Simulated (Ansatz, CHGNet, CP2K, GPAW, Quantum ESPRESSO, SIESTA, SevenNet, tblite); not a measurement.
# Generalised stacking fault on (111) (glide set) of a GaP-AlP solid solution (72 atoms) in SIESTA, part 2 of 2

Wanted: SIESTA inputs and outputs for generalised stacking fault on (111) (glide set) of a GaP-AlP solid solution (72 atoms), checked against a plane-wave reference.

Program: SIESTA 5.4.2; the method stands at each step. Banners, paths, timers and routine set-up lines are dropped from the logs unmarked, and long logs keep their key lines alone; longer cuts are marked. The potentials were converted by us to PSML.

So far. Step 2 (PBE, DZP, shift 0.01 Ry, mesh 300 Ry): Forces lie 7.0 % from the reference's, at 6.4 times its CPU time (on 2 against 4 cores).

## (3) VdW-DF2, PBE potentials, DZP, shift 0.01 Ry, mesh 300 Ry

Method: Kohn-Sham DFT, vdW-DF2, PseudoDojo 0.4.1 norm-conserving pseudopotentials (converted to PSML), numerical atomic orbitals (DZP), diagonalisation.

input.fdf reads:

```
SystemLabel cell
NumberOfAtoms 72
NumberOfSpecies 3
%block ChemicalSpeciesLabel
  1 13 Al
  2 15 P
  3 31 Ga
%endblock ChemicalSpeciesLabel
LatticeConstant 1.0 Ang
%block LatticeVectors
  6.68331 0.00000 0.00000
  0.00000 11.57583 0.00000
  1.11391 0.00000 19.10326
%endblock LatticeVectors
PAO.BasisSize DZP
PAO.EnergyShift 0.01 Ry
XC.Functional VDW
XC.Authors LMKLL
MeshCutoff 300 Ry
%block kgrid_Monkhorst_Pack
  1 0 0 0.0
  0 1 0 0.0
  0 0 1 0.0
%endblock kgrid_Monkhorst_Pack
SolutionMethod diagon
OccupationFunction FD
ElectronicTemperature 580 K
SCF.Mixer.Method Pulay
SCF.Mixer.Weight 0.05
SCF.Mixer.History 8
SCF.Mix Hamiltonian
MaxSCFIterations 300
SCF.DM.Tolerance 1e-04
SCF.H.Tolerance 1.0e-3 eV
WriteForces T
Write.HirshfeldPop T
Write.VoronoiPop T
Write.DM F
Write.H F
XML.Write F
AtomicCoordinatesFormat Fractional
%block AtomicCoordinatesAndAtomicSpecies
[... 72 atom lines left out: the same atoms as in the first run ...]
%endblock AtomicCoordinatesAndAtomicSpecies
```

Started as:

```sh
OMP_NUM_THREADS=1 mpirun -np 2 siesta < input.fdf > output.txt
```

The program printed:

```text
Version         : 5.4.2
reinit: System Name:
reinit: System Label: cell
initatom: Reading input for the pseudopotentials and atomic orbitals ----------
Species number:   1 Atomic number:   13 Label: Al
Species number:   2 Atomic number:   15 Label: P
Species number:   3 Atomic number:   31 Label: Ga
Ground state valence configuration (from tables):   3s02  3p01  3d00  4f00
Ground state valence configuration (from tables):   3s02  3p03  3d00  4f00
Ground state valence configuration (from tables):   4s02  4p01  4d00  4f00
---- Processing specs for species: Al
[... lines left out ...]
        iscf     Eharris(eV)        E_KS(eV)     FreeEng(eV)     dDmax    Ef(eV) dHmax(eV)
[... lines left out ...]
SCF Convergence by DM+H criterion
[... lines left out ...]
SCF cycle converged after 21 iterations
[... lines left out ...]
   Max    2.616809
[... lines left out ...]
   Max    2.616809    constrained
Stress tensor Voigt[x,y,z,yz,xz,xy] (kbar):      -15.77     -141.35      -60.49        0.17        3.23        0.77
[... lines left out ...]
siesta: FreeEng =    -45697.857231
[... lines left out ...]
siesta:         Fermi =      -3.445020
[... lines left out ...]
siesta:     0.000483   -0.088223    0.000107
siesta:     0.002017    0.000107   -0.037753
siesta: Cell volume =       1477.921043 Ang**3
siesta: Pressure (static):
siesta:                Solid            Molecule  Units
siesta:           0.00049307          0.00077026  Ry/Bohr**3
siesta:           0.04527170          0.07072189  eV/Ang**3
siesta:          72.53325267        113.30896555  kBar
    Orbital volume contribution        =          63.816016 eV
    (Free)E + p_basis*V_orbitals       =      -45634.041215 eV
    (Free)Eharris+ p_basis*V_orbitals  =      -45634.041214 eV
Hirshfeld Atomic Populations:
Atom #   charge [q] valence [e]  Species
     1     0.206940    2.793060  Al
     2    -0.182236    5.182236  P
     3     0.200927   12.799073  Ga
     4    -0.183072    5.183072  P
     5     0.235012   12.764988  Ga
     6    -0.184546    5.184546  P
     7     0.171253    2.828747  Al
[...]
9     0.202104   12.797896  Ga
[...]
11     0.209364    2.790636  Al
[...]
--------------------
 Total     0.000003
Voronoi Atomic Populations:
Atom #   charge [q] valence [e]  Species
[...]
59     0.227022    2.772978  Al
[...]
67     0.228141   12.771859  Ga
[...]
69     0.232481   12.767519  Ga
    70    -0.296657    5.296657  P
    71     0.250003    2.749997  Al
    72    -0.295589    5.295589  P
--------------------
 Total     0.000004
```

It took 7.9 min on 2 MPI ranks of Arm Neoverse V1, shared host; peak memory 2.4 GiB.

Numbers from this run, and their distance from the reference:

- r.m.s. force component: 0.5388 eV/Å
- r.m.s. difference of force components: 72.39 meV/Å
- longest difference of force vectors: 291.8 meV/Å
- force difference over r.m.s. force: 14.27 %
- slope of forces against the reference's: 1.054
- correlation of force components: 0.9922
- gap (highest filled to lowest empty level): 0.5861 eV
- gap difference: 0.1384 eV
- pressure: 7.253 GPa
- pressure difference: 4.271 GPa

Against the first run (7.0 %), the force difference from the reference is 14 %, at 2.2 times the CPU time; the model has changed, so this is no error of the program alone.

The difference per atom is largest on P (0.17 eV/Å on average, against 0.048 on Ga).

## (4) PBE, TZP, shift 0.01 Ry, mesh 300 Ry

Method: Kohn-Sham DFT, PBE, PseudoDojo 0.4.1 norm-conserving pseudopotentials (converted to PSML), numerical atomic orbitals (TZP), diagonalisation.

Edit input.fdf of step 3 so:

```diff
@@ -14,6 +14,6 @@
 %endblock LatticeVectors
-PAO.BasisSize DZP
+PAO.BasisSize TZP
 PAO.EnergyShift 0.01 Ry
-XC.Functional VDW
-XC.Authors LMKLL
+XC.Functional GGA
+XC.Authors PBE
 MeshCutoff 300 Ry
```

The program printed:

```text
Version         : 5.4.2
reinit: System Name:
reinit: System Label: cell
initatom: Reading input for the pseudopotentials and atomic orbitals ----------
Species number:   1 Atomic number:   13 Label: Al
Species number:   2 Atomic number:   15 Label: P
Species number:   3 Atomic number:   31 Label: Ga
Ground state valence configuration (from tables):   3s02  3p01  3d00  4f00
[... lines left out ...]
SCF Convergence by DM+H criterion
[... lines left out ...]
SCF cycle converged after 19 iterations
[... lines left out ...]
   Max    2.478239
[... lines left out ...]
   Max    2.478239    constrained
Stress tensor Voigt[x,y,z,yz,xz,xy] (kbar):       31.47     -102.10      -16.77        0.12        3.19        0.86
[... lines left out ...]
siesta: FreeEng =    -45381.296996
[... lines left out ...]
siesta:         Fermi =      -3.511955
[... lines left out ...]
siesta:          29.13387239         72.46442281  kBar
[... lines left out ...]
    (Free)E + p_basis*V_orbitals       =      -45304.097101 eV
    (Free)Eharris+ p_basis*V_orbitals  =      -45304.097108 eV
Hirshfeld Atomic Populations:
Atom #   charge [q] valence [e]  Species
     1     0.175998    2.824002  Al
     2    -0.159840    5.159840  P
     3     0.183292   12.816708  Ga
     4    -0.165461    5.165461  P
     5     0.220217   12.779783  Ga
     6    -0.161760    5.161760  P
     7     0.141047    2.858953  Al
[...]
9     0.184949   12.815051  Ga
[...]
11     0.178541    2.821459  Al
[...]
--------------------
 Total     0.000031
Voronoi Atomic Populations:
Atom #   charge [q] valence [e]  Species
[...]
59     0.195164    2.804836  Al
[...]
67     0.208019   12.791981  Ga
[...]
69     0.213276   12.786724  Ga
    70    -0.266775    5.266775  P
    71     0.218893    2.781107  Al
    72    -0.272372    5.272372  P
--------------------
 Total     0.000031
```

Run time: 5.1 min. Hardware: 2 MPI ranks; peak memory 2 GiB.

Against the reference:

- r.m.s. force component: 0.5314 eV/Å
- r.m.s. difference of force components: 29.93 meV/Å
- longest difference of force vectors: 160.5 meV/Å
- force difference over r.m.s. force: 5.899 %
- slope of forces against the reference's: 1.047
- correlation of force components: 0.9994
- pressure: 2.913 GPa
- pressure difference: -0.0689 GPa

Against the first run (7.0 %), the force difference from the reference is 5.9 %, at 1.4 times the CPU time, with 1314 basis functions against 1026: the larger basis brings the forces nearer.

The run ends at a pressure of 2.91 GPa, with forces up to 3.2 eV/Å.

## (5) All runs compared

Differences are against the plane-wave reference, forces as r.m.s. over components; share is that over the reference's r.m.s. force, slope the least-squares factor from reference forces to these. Total energies of different programs have different zeros and aren't compared.

```tsv
run	Δ force, r.m.s. (meV/Å)	share (%)	slope	Δ pressure (GPa)	Δ gap (eV)	cores	CPU time	memory (GiB)
reference	-	-	-	-	-	4	68 s	1.6
SIESTA PBE, DZP, shift 0.01 Ry, mesh 300 Ry	35.5	6.99	1.050	0.14	-	2	7.3 min	1.7
SIESTA vdW-DF2, PBE potentials, DZP, shift 0.01 Ry, mesh 300 Ry	72.4	14.3	1.054	4.27	0.138	2	16 min	2.4
SIESTA PBE, TZP, shift 0.01 Ry, mesh 300 Ry	29.9	5.90	1.047	-0.0689	-	2	10 min	2.0
```

CPU time is summed over cores on a shared host, where runs went side by side, so it is rough. Symmetry, cutoffs, thresholds, outputs and thread counts weren't matched or tuned between programs; memory under MPI is the largest rank's times the ranks.

Mean charges by element (e), by run and scheme:

```tsv
run	scheme	Al	P	Ga
reference	Löwdin	+0.42	-0.19	+0.08
SIESTA PBE, DZP, shift 0.01 Ry, mesh 300 Ry	Hirshfeld	+0.14	-0.17	+0.19
SIESTA vdW-DF2, PBE potentials, DZP, shift 0.01 Ry, mesh 300 Ry	Hirshfeld	+0.18	-0.20	+0.21
SIESTA PBE, TZP, shift 0.01 Ry, mesh 300 Ry	Hirshfeld	+0.15	-0.17	+0.19
```

The reference's Löwdin charges lack the electrons that the projection spills, 0.030 e an atom on average.

## (6) Results

- nearest in forces: SIESTA PBE, TZP, shift 0.01 Ry, mesh 300 Ry, 5.9 %
- its CPU time: 10 min

**Reading.** The PBE runs in local orbitals differ by 5.9 % (SIESTA PBE, TZP, shift 0.01 Ry, mesh 300 Ry) to 7.0 % (SIESTA PBE, DZP, shift 0.01 Ry, mesh 300 Ry); basis, grid and potentials can all enter. Rows with another functional or a dispersion term differ by 14 % (SIESTA vdW-DF2, PBE potentials, DZP, shift 0.01 Ry, mesh 300 Ry), which mixes the change of model with differences of basis and potentials, some of them made for another functional. None of the electronic-structure runs in the table takes under half the reference's CPU time of 68 s; they take 6.4 to 14 times as much. Charges hang on scheme and program or settings: among these rows the mean for Al runs from +0.14 to +0.42 e. The reference's stress is far from hydrostatic: its diagonal is -2.8, 10.0, 1.7 GPa, compression counted positive. The host structure and its lattice constant were typed by rule, without a check against the phase diagram. The reference's pressure of 3.0 GPa belongs to a cell and atoms that aren't relaxed at this level. The electronic-structure runs sample only Γ, in a cell whose shortest periodic width is 7 Å.

[Also dropped from logs without a mark: logging warnings of Python, and SIESTA's first energy breakdown and zero terms.]

[Logs are printed without paths, hosts, clocks, repeated set-up lines and the standing remarks that a program may print on its own settings, such as how far it seeks lower states.]

[Hosts, paths, dates, database ids (printed as entryN), source tags and the programs' standing remarks are cut or masked in the printed files.]
